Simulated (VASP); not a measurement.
Set up this calculation in VASP 6.6.1, as the native input.

| Quantity | Value |
| --- | --- |
| Task | band structure |
| Functional | PBE |
| Potentials or basis | VASP PAW PBE potentials, release 64 (Tb) |
| Cutoff | 600 eV |
| k mesh | 7 × 7 × 4 |
| Occupations | fermi-dirac, width 0.05 eV |
| Spin | collinear spin, ferromagnetic start |
| Starting moments | [6.0, 6.0] μB |
| Further INCAR settings | ALGO = Normal; EDIFF = 1e-07; NBANDS = 30 |

The structure of Tb lies in POSCAR:

```
Tb
1.0
    3.6010000000      0.0000000000      0.0000000000
   -1.8005000000      3.1185574790      0.0000000000
    0.0000000000      0.0000000000      5.6936000000
Tb
2
Direct
    0.6666666667      0.3333333333      0.7500000000
    0.3333333333      0.6666666667      0.2500000000
```

One way to write it, as run:

INCAR

```
SYSTEM = Tb
PREC = Accurate
ENCUT = 600
EDIFF = 1E-7
ISMEAR = -1
SIGMA = 0.05
LREAL = .False.
LASPH = .True.
NELM = 150
ALGO = Normal
ISIF = 2
LWAVE = .False.
LCHARG = .False.
ISPIN = 2
MAGMOM = 6 6
LORBIT = 11
LMAXMIX = 6
GGA = PE
NBANDS = 30
```

KPOINTS

```
regular mesh
0
Gamma
  7 7 4
  0 0 0
```

KPOINTS_OPT

```
path GMKGALHA,LM,KH
10
line-mode
reciprocal
 0.0000000000  0.0000000000  0.0000000000  G
 0.5000000000  0.0000000000  0.0000000000  M

 0.5000000000  0.0000000000  0.0000000000  M
 0.3333333333  0.3333333333  0.0000000000  K

 0.3333333333  0.3333333333  0.0000000000  K
 0.0000000000  0.0000000000  0.0000000000  G

 0.0000000000  0.0000000000  0.0000000000  G
 0.0000000000  0.0000000000  0.5000000000  A

 0.0000000000  0.0000000000  0.5000000000  A
 0.5000000000  0.0000000000  0.5000000000  L

 0.5000000000  0.0000000000  0.5000000000  L
 0.3333333333  0.3333333333  0.5000000000  H

 0.3333333333  0.3333333333  0.5000000000  H
 0.0000000000  0.0000000000  0.5000000000  A

 0.5000000000  0.0000000000  0.5000000000  L
 0.5000000000  0.0000000000  0.0000000000  M

 0.3333333333  0.3333333333  0.0000000000  K
 0.3333333333  0.3333333333  0.5000000000  H
```

Potentials or basis: VASP PAW PBE potentials, release 64 (Tb).

Launch:

```bash
$ cat potpaw_PBE.64/Tb/POTCAR > POTCAR
$ mpirun -np 1 vasp_std > vasp.out
```

Results of the run:

```yaml
Pressure: 0.6 GPa
Band_gap_along_the_path: none (metal or under the smearing width)
Net_moment: 11.86 μB per cell
Site_moments: Tb +5.71 μB
Valence_electrons_inside_the_program's_atomic_spheres: Tb 16.32
```

Caveat: the magnetic or orbital state may not be the lowest; spin-orbit coupling is left out, which moves the levels of the heavy elements.

Run time: 9.7 min on 1 thread of AMD EPYC 9R45 96-Core Processor (Zen 5) (shared host), peak memory 0.3 GiB.
